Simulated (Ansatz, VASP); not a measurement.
**Lu: VASP beside Ansatz**

File INCAR:

```
  PREC = Accurate
  ENCUT = 520
  EDIFF = 1E-7
  ISMEAR = -1
  SIGMA = 0.1
  LREAL = F
  LASPH = T
  NELM = 60
  ALGO = Normal
  ISIF = 2
  LWAVE = F
  LCHARG = F
  GGA = B5
  ALDAX = 1.0
  AGGAX = 1.0
  AGGAC = 1.0
  ALDAC = 0.0
  NBANDS = 18
```

KPOINTS

```
regular mesh
0
Gamma
  11 11 11
```

The input POSCAR:

```
Lu
1.0
    3.3738671247      0.0000000000      0.0000000000
    0.0000000000      3.3738671247      0.0000000000
    0.0000000000      0.0000000000      3.3738671247
Lu
1
Direct
    0.0000000000      0.0000000000      0.0000000000
```

Input for Ansatz:

```yaml
crystal:
  lattice:
    - [3.3738671247, 0.0, 0.0]
    - [0.0, 3.3738671247, 0.0]
    - [0.0, 0.0, 3.3738671247]
  atoms:
    - { symbol: Lu, position: [0.0, 0.0, 0.0] }
hamiltonian:
  xc: blyp
  pseudopotentials:
    kind: paw
    azcp:
      Lu: "pseudopotentials/Lu.paw.azcp"
basis:
  ecutwfc: 420
  fft_grid_basis: typed
kpoints:
  mp_grid: { grid: [11, 11, 11], shift: [0, 0, 0] }
magnetization:
  spin_polarized: false
scf:
  occupations: { method: fermi_dirac, width: 0.1 }
  lower_state_search: "off"
output:
  stress: true
  write_density: true
  write_potential: true
  elf: true
  volumetric_format: npy
```

Alike in both runs: task single point; functional BLYP; k mesh 11 × 11 × 11; occupations fermi-dirac, width 0.1 eV; no spin polarisation.

|  | VASP | Ansatz |
| --- | --- | --- |
| version | VASP 6.6.1 | Ansatz 0.2.0 |
| potentials or method | VASP PAW PBE potentials, release 64 (Lu) | plane waves (420 eV) with PAW, scalar-relativistic |
| plane-wave cutoff (eV) | 520 | 420 |
| valence electrons in the cell | 25 | 25 |

|  | VASP | Ansatz | Ansatz less VASP |
| --- | --- | --- | --- |
| pressure (GPa) | -2.5 | -2.5 | -0.01 |

Caveats: the PAW data sets were made with another functional, which shifts forces and pressure a little (VASP). The runs have no spin-orbit coupling, so splittings on Lu are missing.
